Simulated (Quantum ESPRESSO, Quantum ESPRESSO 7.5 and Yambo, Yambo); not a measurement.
## AlAs (F-43m): one start, several treatments of the self-energy

How much does the gap of AlAs (F-43m) depend on the approximation to the self-energy?

Calculated with Quantum ESPRESSO 7.5 and Yambo 5.3.0; PBE and many-body steps on it, plane waves.

**What was measured.**

- Gap 3.018 eV: lowest direct gap at Gamma; earlier measurement quoted from literature, technique not stated; 300 K; bulk crystal (pure AlAs, literature value used as model input) (quoted in “Simultaneous Measurement of Mid-Infrared Refractive Indices in Thin-Film Heterostructures: Methodology and Results for GaAs/AlGaAs”, 2023, arxiv:2301.08293).

This is a report of a sequence of runs, with most program output left out.

## 1. Starting point

It takes space group F-43m (No. 216, cubic). Conventional cell: a = 5.661 Å, b = 5.661 Å, c = 5.661 Å, α = 90.00°, β = 90.00°, γ = 90.00°. Nearest to Al lie 4 As at 2.45 Å. Nearest to As lie 4 Al at 2.45 Å. Farther neighbours are not listed.

The cell and positions come from the Crystallography Open Database and are kept as given unless a step says otherwise.

## 2. Empty states on the mesh, 4×4×4 mesh, 548 bands

This step: Quantum ESPRESSO 7.5; DFT, PBE, plane waves, norm-conserving pseudopotentials.

The sums over transitions need many empty states on a uniform mesh; this step solves for them.

pw.in

```
&control
  calculation = 'nscf'
  prefix = 'x'
  outdir = 'o'
  pseudo_dir = 'pseudo'
/
&system
  ibrav = 0
  nat = 2
  ntyp = 2
  ecutwfc = 100.0
  nbnd = 548
  force_symmorphic = .true.
/
&electrons
  conv_thr = 1e-9
  electron_maxstep = 80
  diago_full_acc = .true.
  diago_thr_init = 5e-6
/
ATOMIC_SPECIES
  Al 26.982 Al.upf
  As 74.922 As.upf
CELL_PARAMETERS angstrom
  0.0000000000 2.8304000000 2.8304000000
  2.8304000000 0.0000000000 2.8304000000
  2.8304000000 2.8304000000 -0.0000000000
ATOMIC_POSITIONS crystal
  Al 0.0000000000 0.0000000000 0.0000000000
  As 0.2500000000 0.2500000000 0.2500000000
K_POINTS automatic
  4 4 4 0 0 0
```

The run is started by

```sh
$ OMP_NUM_THREADS=1 mpirun -n 8 pw.x -nk 4 -in pw.in > pw.out
```

It took 1.9 min on 8 MPI ranks of Arm Neoverse V1, shared host; peak memory 1.7 GiB; 13 min of CPU time.

This step gave:

| Item | Value |
| --- | --- |
| gap | 1.438 eV |
| k of the valence top | 0, 0, 0 |
| k of the conduction bottom | 0, -0.5, -0.5 |
| least direct gap | 2.050 eV |
| k points computed | 8 |
| lowest point of the top converged band, above the valence top | 286.8602 eV |

On this mesh the gap is 1.438 eV.

The density comes from a self-consistent run that is not shown.

## 3. Conversion and set-up

This step: Yambo 5.3.0; conversion and set-up on PBE, plane waves, norm-conserving pseudopotentials.

The states are converted to the many-body program's format and the q mesh is built.

The run is started by

```sh
$ (cd o/x.save; p2y > p2y.log; mv SAVE ../..); yambo > setup.log
```

It took 4.2 s on 1 MPI rank; peak memory 0.25 GiB.

## 4. G0W0, Godby-Needs plasmon pole

G0W0 replaces the xc potential by the self-energy, built once from these orbitals. Only a window of levels is corrected, while the sums run over the empty bands that the input names.

This step: G0W0 on PBE, plane waves, norm-conserving pseudopotentials.

gw2.in

```
HF_and_locXC
gw0
dyson
ppa
em1d
rim_cut
RandQpts= 1000000
RandGvec= 1 RL
EXXRLvcs= 100 Ry
VXCRLvcs= 400 Ry
Chimod= "HARTREE"
% BndsRnXp
 1 | 231 |
%
NGsBlkXp= 17 Ry
% LongDrXp
 1 | 1 | 1 |
%
% GbndRnge
 1 | 231 |
%
DysSolver= "n"
ExtendOut
PPAPntXp= 27.21138 eV
% QPkrange
 1 | 1 | 12 | 15 |
 7 | 7 | 12 | 15 |
%
```

The run is started by

```sh
$ OMP_NUM_THREADS=1 mpirun -n 8 yambo -F gw2.in -J gw2 -C gw2 > gw2.log
```

Wall time 6.2 min (8 MPI ranks); peak memory 4 GiB.

This step gave:

* G0W0 gap on the points computed: 2.048 eV
* starting gap on the mesh: 1.438 eV
* k of the valence top: 0, 0, 0
* k of the conduction bottom: 0, -0.5, -0.5
* least direct G0W0 gap on the computed points: 2.845 eV
* Z at the valence top: 0.7873
* Z at the conduction bottom: 0.8044

The gap on the mesh goes from 1.44 eV to 2.05 eV, a correction of +0.61 eV.

## 5. One-shot COHSEX

This step: one-shot COHSEX on PBE, plane waves, norm-conserving pseudopotentials.

gw4.in

```
HF_and_locXC
gw0
dyson
cohsex
em1s
rim_cut
RandQpts= 1000000
RandGvec= 1 RL
EXXRLvcs= 100 Ry
VXCRLvcs= 400 Ry
Chimod= "HARTREE"
% BndsRnXs
 1 | 231 |
%
NGsBlkXs= 17 Ry
% LongDrXs
 1 | 1 | 1 |
%
% GbndRnge
 1 | 231 |
%
DysSolver= "n"
ExtendOut
% QPkrange
 1 | 1 | 12 | 15 |
 7 | 7 | 12 | 15 |
%
```

The run is started by

```sh
$ OMP_NUM_THREADS=1 mpirun -n 8 yambo -F gw4.in -J gw4 -C gw4 > gw4.log
```

Run time: 3.2 min. Hardware: 8 MPI ranks; peak memory 4 GiB.

This step gave:

```yaml
quasiparticle_gap_on_the_points_computed: 2.846 eV
starting_gap_on_the_mesh: 1.438 eV
k_of_the_valence_top: 0, 0, 0
k_of_the_conduction_bottom: 0, -0.5, -0.5
least_direct_quasiparticle_gap_on_the_computed_points: 3.385 eV
z_at_the_valence_top: 1
z_at_the_conduction_bottom: 1
```

Against G0W0 in Yambo (4×4×4 mesh, 231 bands, screening to 231.3 eV, Godby-Needs plasmon pole), the gap moves by +0.798 eV.

## 6. One-shot Hartree-Fock

This step: one-shot Hartree-Fock on PBE, plane waves, norm-conserving pseudopotentials.

gw5.in

```
HF_and_locXC
rim_cut
RandQpts= 1000000
RandGvec= 1 RL
EXXRLvcs= 100 Ry
VXCRLvcs= 400 Ry
% QPkrange
 1 | 1 | 12 | 15 |
 7 | 7 | 12 | 15 |
%
```

The run is started by

```sh
$ OMP_NUM_THREADS=1 mpirun -n 8 yambo -F gw5.in -J gw5 -C gw5 > gw5.log
```

Run time: 9.8 s. Hardware: 8 MPI ranks; peak memory 3.3 GiB.

This step gave:

- quasiparticle gap on the mesh: 6.932 eV
- starting gap on the mesh: 1.438 eV
- k of the valence top: 0, 0, 0
- k of the conduction bottom: 0, -0.5, -0.5
- least direct quasiparticle gap on the computed points: 8.035 eV

Against G0W0 in Yambo (4×4×4 mesh, 231 bands, screening to 231.3 eV, Godby-Needs plasmon pole), the gap moves by +4.884 eV.

## 7. The runs together

Times are wall times on 8 MPI ranks of Arm Neoverse V1, shared host, good to a factor of about two.

```csv
run,mesh,bands,screening cutoff (eV),DFT gap (eV),gap on the mesh (eV),direct (eV),time
"G0W0, Godby-Needs plasmon pole",4×4×4,231,231.3,1.438,2.048,2.845,6.2 min
one-shot COHSEX,4×4×4,231,231.3,1.438,2.846,3.385,3.2 min
one-shot Hartree-Fock,4×4×4,-,-,1.438,6.932,8.035,9.8 s
```

## 8. Results

- G0W0, Godby-Needs plasmon pole: 2.048 eV
- one-shot COHSEX: 2.846 eV
- one-shot Hartree-Fock: 6.932 eV
- known limits: not at the basis limit; no spin-orbit coupling; coarse k mesh

What this shows: One-shot COHSEX: +0.798 eV against G0W0, Godby-Needs plasmon pole. One-shot Hartree-Fock: +4.884 eV against G0W0, Godby-Needs plasmon pole. Bare exchange alone opens the gap to 6.93 eV; against G0W0, correlation takes back 4.88 eV. Static COHSEX lies above G0W0: it lacks the factor Z and overstates the Coulomb hole of the filled states. Against experiment, by G0W0, Godby-Needs plasmon pole: the direct gap of 2.84 eV lies −0.17 eV from the measured 3.018 eV (direct, 300 K, quoted 2023). An exciton line or allowed optical edge lies below the quasiparticle gap by the binding energy; a forbidden edge can push the onset above it. These are gaps on the mesh, at modest bands and cutoff. The calculation has static nuclei and no excitons; a measured gap holds zero-point and thermal motion, which mostly lowers it. Bands and cutoff are finite, so the gap is not at the basis limit. The miss can reach some tenths of an eV and take either sign; the mesh is an error of its own. The 4×4×4 mesh is coarse for this cell, which bears on the long-range parts of exchange and screening. The many-body steps are scalar-relativistic: spin-orbit coupling is not in them.

[Paths, hosts, dates, memory and timing lines, banners, echoed tables and standing remarks are left out of the program output.]

[Logs are printed without paths, hosts, clocks, repeated set-up lines and the standing remarks that a program may print on its own settings, such as how far it seeks lower states.]

[Runs of the session that timed out or met a known fault of the program may be left out.]

[Hosts, paths, dates, database ids (printed as entryN), source tags and the programs' standing remarks are cut or masked in the printed files.]
